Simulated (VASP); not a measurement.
# Bi (Im-3m) in VASP: notebook

The runs below take Bi through single point, with PBE.

All numbers are computed with VASP 6.6.1; they aren't measurements. Logs are shortened: lines on timing, memory, paths and dates and some standing lists are left out, and cuts for length are marked.

## 1. Starting point

It takes space group Im-3m (No. 229, cubic). Conventional cell: a = 4.136 Å, b = 4.136 Å, c = 4.136 Å, α = 90.00°, β = 90.00°, γ = 90.00°. Bi (site symmetry m-3m) is surrounded by 8 Bi at 3.58 Å.

The cell was built by a generator and needn't be a form met in nature.

## 2. Single point, PBE

Input file INCAR:

```
SYSTEM = Bi
ALGO = Normal
EDIFF = 1E-6
ENCUT = 520
GGA = PE
ISIF = 2
ISMEAR = 0
LASPH = .True.
LCHARG = .True.
LELF = .True.
LREAL = .False.
LVHAR = .True.
LWAVE = .False.
NBANDS = 14
NELM = 100
PREC = Accurate
SIGMA = 0.05
```

Input file KPOINTS:

```
k-points
0
Gamma
  14 14 14
  0 0 0
```

Input file POSCAR:

```
Bi
1.0
   -2.0681922341      2.0681922341      2.0681922341
    2.0681922341     -2.0681922341      2.0681922341
    2.0681922341      2.0681922341     -2.0681922341
Bi
1
Direct
    0.0000000000      0.0000000000      0.0000000000
```

Potentials or basis: VASP PAW PBE potentials, release 64 (Bi_d).

Launch:

```sh
$ cat potpaw_PBE.64/Bi_d/POTCAR > POTCAR
$ mpirun -np 1 vasp_std > vasp.out
```

OUTCAR:

```text
SYSTEM = Bi
   EDIFF = 1E-6
   ENCUT = 520
   GGA = PE
   ISIF = 2
   ISMEAR = 0
   LASPH = .True.
   LREAL = .False.
   NELM = 100
   PREC = Accurate

 ion  position               nearest neighbor table
   1  0.000  0.000  0.000-

  LATTYP: Found a body centered cubic cell.
 ALAT       =     4.1363844682

  Lattice vectors:

 A1 = (  -2.0681922341,   2.0681922341,   2.0681922341)
 A2 = (   2.0681922341,  -2.0681922341,   2.0681922341)
 A3 = (   2.0681922341,   2.0681922341,  -2.0681922341)

Analysis of symmetry for initial positions (statically):
=====================================================================
 Subroutine PRICEL returns:
 Original cell was already a primitive cell.

 Routine SETGRP: Setting up the symmetry group for a
 body centered cubic supercell.

 Subroutine GETGRP returns: Found 48 space group operations
 (whereof 48 operations were pure point group operations)
 out of a pool of 48 trial point group operations.

The static configuration has the point symmetry O_h .

Analysis of symmetry for dynamics (positions and initial velocities):
=====================================================================
 Subroutine PRICEL returns:
 Original cell was already a primitive cell.

 Routine SETGRP: Setting up the symmetry group for a
 body centered cubic supercell.

 Subroutine GETGRP returns: Found 48 space group operations
 (whereof 48 operations were pure point group operations)
 out of a pool of 48 trial point group operations.

The dynamic configuration has the point symmetry O_h .

 Subroutine INISYM returns: Found 48 space group operations
 (whereof 48 operations are pure point group operations),
 and found     1 'primitive' translations

----------------------------------------------------------------------------------------

                                     Primitive cell

  volume of cell :      35.3861

  direct lattice vectors                    reciprocal lattice vectors
    -2.068192234  2.068192234  2.068192234     0.000000000  0.241757024  0.241757024
     2.068192234 -2.068192234  2.068192234     0.241757024  0.000000000  0.241757024
     2.068192234  2.068192234 -2.068192234     0.241757024  0.241757024  0.000000000

  length of vectors
     3.582214029  3.582214029  3.582214029     0.341896062  0.341896062  0.341896062

  position of ions in fractional coordinates (direct lattice)
     0.000000000  0.000000000  0.000000000

  ion indices of the primitive-cell ions
   primitive index   ion index
                 1           1

----------------------------------------------------------------------------------------

 KPOINTS: k-points

Automatic generation of k-mesh.
 Grid dimensions read from file:
 generate k-points for:   14   14   14

 Generating k-lattice:

  Cartesian coordinates                     Fractional coordinates (reciprocal lattice)
     0.000000000  0.017268359  0.017268359     0.071428571  0.000000000  0.000000000
     0.017268359  0.000000000  0.017268359     0.000000000  0.071428571  0.000000000
     0.017268359  0.017268359  0.000000000     0.000000000  0.000000000  0.071428571

  Length of vectors
     0.024421147  0.024421147  0.024421147

  Shift w.r.t. Gamma in fractional coordinates (k-lattice)
     0.000000000  0.000000000  0.000000000

 Subroutine IBZKPT returns following result:
 ===========================================

 Found    104 irreducible k-points:

 Following reciprocal coordinates:
            Coordinates               Weight
  0.000000  0.000000  0.000000      1.000000
  0.071429  0.000000  0.000000     12.000000
  0.142857  0.000000  0.000000     12.000000
  0.214286  0.000000  0.000000     12.000000
  0.285714  0.000000  0.000000     12.000000
  0.357143  0.000000  0.000000     12.000000
[... 16 lines left out ...]
  0.285714  0.285714  0.000000     24.000000
  0.357143  0.285714 -0.000000     24.000000
 [... further k-points ...]
   k-points           NKPTS =    104   k-points in BZ     NKDIM =    104   number of bands    NBANDS=     14
   number of dos      NEDOS =    301   number of ions     NIONS =      1
   total plane-waves  NPLWV =  21952
   dimension x,y,z NGX =    28 NGY =   28 NGZ =   28
   dimension x,y,z NGXF=    56 NGYF=   56 NGZF=   56
   ions per type =               1
   NGX,Y,Z   is equivalent  to a cutoff of  12.99, 12.99, 12.99 a.u.
   NGXF,Y,Z  is equivalent  to a cutoff of  25.99, 25.99, 25.99 a.u.
 SYSTEM =  Bi
   PREC   = accura    normal or accurate (medium, high low for compatibility)
   ISTART =      0    job   : 0-new  1-cont  2-samecut
   ICHARG =      2    charge: 1-file 2-atom 10-const
   ISPIN  =      1    spin polarized calculation?
   LNONCOLLINEAR =      F non collinear calculations
   LSORBIT =      F    spin-orbit coupling
   LASPH  =      T    aspherical Exc in radial PAW
   ENCUT  =  520.0 eV  38.22 Ry    6.18 a.u.   6.66  6.66  6.66*2*pi/ulx,y,z
   NELM   =    100;   NELMIN=  2; NELMDL= -5     # of ELM steps
   EDIFF  = 0.1E-05   stopping-criterion for ELM
   LREAL  =      F    real-space projection
   EDIFFG = 0.1E-04   stopping-criterion for IOM
   NSW    =      0    number of steps for IOM
   IBRION =     -1    ionic relax: 0-MD 1-quasi-New 2-CG
   NFREE  =      0    steps in history (QN), initial steepest desc. (CG)
   ISIF   =      2    stress and relaxation
   ISYM   =      2    0-nonsym 1-usesym 2-fastsym
   POTIM  = 0.5000    time-step for ionic-motion
   TEBEG  =    0.0;   TEEND  =   0.0 temperature during run
   PSTRESS=    0.0 pullay stress
   NELECT =      15.0000    total number of electrons
   NUPDOWN=      -1.0000    fix difference up-down
   EMIN   =  10.00;   EMAX   =-10.00  energy-range for DOS
   EFERMI =   0.00;   METHOD = LEGACY
   ISMEAR =     0;   SIGMA  =   0.05  broadening in eV -4-tet -1-fermi 0-gaus
   EFERMI_NEDOS =   21; number of points for ismear=-14 and -15
   IALGO  =     38    algorithm
   IMIX   =      4    mixing-type and parameters
     AMIX     =   0.40;   BMIX     =  1.00
     AMIX_MAG =   1.60;   BMIX_MAG =  1.00
  volume/ion in A,a.u.               =      35.39       238.80
  Fermi-wavevector in a.u.,A,eV,Ry     =   1.229781  2.323949 20.576916  1.512361
  Thomas-Fermi vector in A             =   2.364655
   LORBIT       =      0    0 simple, 1 ext, 2 COOP (PROOUT), +10 PAW based schemes
   GGA     = PE    functional components
   LHFCALC =     F    Hartree Fock is set to
   AEXX    =    0.0000 exact exchange contribution
   IVDW    =     0    specifies the selected vdW correction
   LEPSILON=     F    determine dielectric tensor
   LRPA    =     F    only Hartree local field effects (RPA)
 non-spin polarized calculation
 Gauss-broadening in eV      SIGMA  =   0.05
  energy-cutoff  :      520.00
  volume of cell :       35.39
 maximum number of plane-waves:       976
   NGX = 13   NGY = 13   NGZ = 13

 number of electron      14.9999994 magnetization

 Free energy of the ion-electron system (eV)
  ---------------------------------------------------
  ext. energy  EPLUGINS =         0.00000000
  ---------------------------------------------------
  free energy    TOTEN  =        -3.68759389 eV

  energy without entropy =       -3.68569334  energy(sigma->0) =       -3.68664361

 E-fermi :   6.3459     XC(G=0):  -9.6946

 val. band max:        6.3387851122   @ k =  -0.2143   0.2143   0.1429
 cond. band min:       6.3983968260   @ k =  -0.2143   0.2143   0.0714
 fundamental gap:      0.0596117137
 Fermi energy:         6.3459378345

 k-point     1 :       0.0000    0.0000    0.0000
  band No.  band energies     occupation
      1     -16.5635      2.00000
      2     -16.5635      2.00000
      3     -16.5635      2.00000
      4     -16.4808      2.00000
      5     -16.4808      2.00000
      6      -6.3094      2.00000
      7      10.6585      0.00000
      8      10.6585      0.00000
      9      10.6585      0.00000
     10      14.0167      0.00000
     11      16.8183      0.00000
     12      16.8183      0.00000
     13      16.8183      0.00000
     14      17.3247      0.00000

 k-point     2 :       0.0714    0.0000    0.0000
  band No.  band energies     occupation
      1     -16.5647      2.00000
      2     -16.5611      2.00000
      3     -16.5568      2.00000
      4     -16.4822      2.00000
      5     -16.4811      2.00000
      6      -6.2311      2.00000
      7       9.7782      0.00000
      8      10.4312      0.00000
      9      10.6007      0.00000
     10      14.6379      0.00000
     11      15.9155      0.00000
     12      16.1219      0.00000
     13      16.6295      0.00000
     14      17.6792      0.00000

 k-point     3 :       0.1429    0.0000    0.0000
  band No.  band energies     occupation
      1     -16.5680      2.00000
      2     -16.5550      2.00000
      3     -16.5380      2.00000
      4     -16.4860      2.00000
      5     -16.4819      2.00000
      6      -5.9995      2.00000
      7       8.1315      0.00000
      8       9.8800      0.00000
      9      10.4351      0.00000
     10      14.3122      0.00000
     11      15.3689      0.00000
     12      16.3785      0.00000
     13      16.4334      0.00000
     14      18.5358      0.00000

 k-point     4 :       0.2143    0.0000    0.0000
  band No.  band energies     occupation
      1     -16.5729      2.00000
      2     -16.5475      2.00000
      3     -16.5107      2.00000
      4     -16.4901      2.00000
      5     -16.4831      2.00000
      6      -5.6264      2.00000
      7       6.3988      0.13471
      8       9.2262      0.00000
      9      10.1918      0.00000
     10      13.4631      0.00000
     11      14.7518      0.00000
     12      16.4901      0.00000
     13      17.2677      0.00000
     14      19.8376      0.00000

 k-point     5 :       0.2857    0.0000    0.0000
  band No.  band energies     occupation
      1     -16.5782      2.00000
      2     -16.5422      2.00000
      3     -16.4918      2.00000
      4     -16.4843      2.00000
      5     -16.4801      2.00000
      6      -5.1393      2.00000
      7       4.7788      2.00000
      8       8.6202      0.00000
      9       9.9238      0.00000
     10      12.7938      0.00000
     11      14.2747      0.00000
[... 276 lines left out ...]
 k-point    22 :       0.3571    0.2143   -0.0000
  band No.  band energies     occupation
      1     -16.5692      2.00000
      2     -16.5246      2.00000
      3     -16.4950      2.00000
      4     -16.4841      2.00000
      5     -16.4474      2.00000
      6      -3.7312      2.00000
      7       2.7612      2.00000
      8       5.2038      2.00000
      9       8.6271      0.00000
     10      13.7131      0.00000
     11      16.2008      0.00000
     12      17.7696      0.00000
     13      18.0869      0.00000
     14      22.1885      0.00000

 k-point    23 :       0.2857    0.2857    0.0000
  band No.  band energies     occupation
      1     -16.5663      2.00000
      2     -16.5176      2.00000
      3     -16.4981      2.00000
      4     -16.4828      2.00000
      5     -16.4542      2.00000
      6      -3.7066      2.00000
      7       3.1253      2.00000
      8       4.5909      2.00000
      9       8.5714      0.00000
     10      14.0843      0.00000
     11      15.8897      0.00000
     12      17.7504      0.00000
     13      19.7760      0.00000
     14      20.1956      0.00000

 k-point    24 :       0.3571    0.2857   -0.0000
  band No.  band energies     occupation
      1     -16.5655      2.00000
      2     -16.5125      2.00000
      3     -16.5016      2.00000
      4     -16.4759      2.00000
      5     -16.4598      2.00000
      6      -3.5839      2.00000
      7       3.2048      2.00000
      8       4.1310      2.00000
      9       8.5106      0.00000
     10      14.1708      0.00000
     11      16.3406      0.00000
     12      17.0231      0.00000
     13      19.9080      0.00000
     14      21.9749      0.00000

 [... further k-points ...]

------------------------ aborting loop because EDIFF is reached ----------------------------------------

  FORCE on cell =-STRESS in cart. coord.  units (eV):
  Direction    XX          YY          ZZ          XY          YZ          ZX
  --------------------------------------------------------------------------------------
  -------------------------------------------------------------------------------------
  Total       -1.0263580     -1.0263580     -1.0263580      0.0000000      0.0000000      0.0000000
  in kB      -46.4704385    -46.4704385    -46.4704385      0.0000000      0.0000000      0.0000000
  external PRESSURE =     -46.4704385 kB  Pullay stress =       0.0000000 kB

 VOLUME and BASIS-vectors are now :
 -----------------------------------------------------------------------------
  energy-cutoff  :      520.00
  volume of cell :       35.39
      direct lattice vectors                 reciprocal lattice vectors
    -2.068192234  2.068192234  2.068192234     0.000000000  0.241757024  0.241757024
     2.068192234 -2.068192234  2.068192234     0.241757024  0.000000000  0.241757024
     2.068192234  2.068192234 -2.068192234     0.241757024  0.241757024  0.000000000

 POSITION                                       TOTAL-FORCE (eV/Angst)
 -----------------------------------------------------------------------------------
      0.00000      0.00000      0.00000        -0.000000     -0.000000     -0.000000
 -----------------------------------------------------------------------------------
    total drift:                               -0.000000     -0.000000     -0.000000

  FREE ENERGIE OF THE ION-ELECTRON SYSTEM (eV)
  ---------------------------------------------------
  free  energy   TOTEN  =        -3.6875938932 eV

  energy  without entropy=       -3.6856933356  energy(sigma->0) =       -3.68664361
```

It took 15 s on 1 thread of Intel Xeon 6975P-C (Granite Rapids), shared host; peak memory 0.18 GiB.

What came out:

```
Free energy            : -3.6876 eV
Pressure               : -4.6 GPa
Band gap on the k mesh : none (metal or under the smearing width)
```

Levels at points of the mesh, in eV from the Fermi level:
```tsv
k point	band 5	band 6	band 7	band 8	band 9	band 10
(0.00, 0.00, 0.00)	-22.83	-12.66	4.31	4.31	4.31	7.67
(0.50, 0.00, 0.00)	-22.77	-10.28	-4.30	1.40	3.13	5.61
(0.50, 0.50, 0.50)	-22.78	-8.68	-1.48	-1.48	-1.48	3.72
```

Caveat: spin-orbit coupling is left out, which moves the levels of the heavy elements.

## 3. Single point, PBE

This run uses another cell than the first one, of 31.53 Å³/atom, 0.891 times its volume.

Input file INCAR:

```
  PREC = Accurate
  ENCUT = 520
  EDIFF = 1E-7
  ISMEAR = 0
  SIGMA = 0.05
  LREAL = False
  LASPH = True
  NELM = 80
  ALGO = Fast
  ISIF = 2
  LWAVE = False
  LCHARG = False
  GGA = PE
  NBANDS = 14
```

Input file KPOINTS:

```
regular mesh
0
Gamma
  14 14 14
```

Input file POSCAR:

```
Bi
1.0
   -1.9900880327      1.9900880327      1.9900880327
    1.9900880327     -1.9900880327      1.9900880327
    1.9900880327      1.9900880327     -1.9900880327
Bi
1
Direct
    0.0000000000      0.0000000000      0.0000000000
```

Potentials or basis: VASP PAW PBE potentials, release 64 (Bi_d).

Launch:

```sh
$ cat potpaw_PBE.64/Bi_d/POTCAR > POTCAR
$ mpirun -np 1 vasp_std > vasp.out
```

Run time: 21 s. Hardware: 1 thread of Intel Xeon 6975P-C (Granite Rapids), shared host; peak memory 0.17 GiB.

It converged, with:

```
Free energy            : -3.7497 eV
Pressure               : 0.0 GPa
Band gap on the k mesh : none (metal or under the smearing width)
```

Levels at points of the mesh, in eV from the Fermi level:
```csv
k point,band 5,band 6,band 7,band 8,band 9,band 10
"(0.00, 0.00, 0.00)",-22.84,-13.36,5.10,5.10,5.10,9.04
"(0.50, 0.00, 0.00)",-22.76,-10.38,-4.92,1.63,3.49,6.00
"(0.50, 0.50, 0.50)",-22.77,-8.33,-1.70,-1.70,-1.70,3.62
```

Caveat: spin-orbit coupling is left out, which moves the levels of the heavy elements.
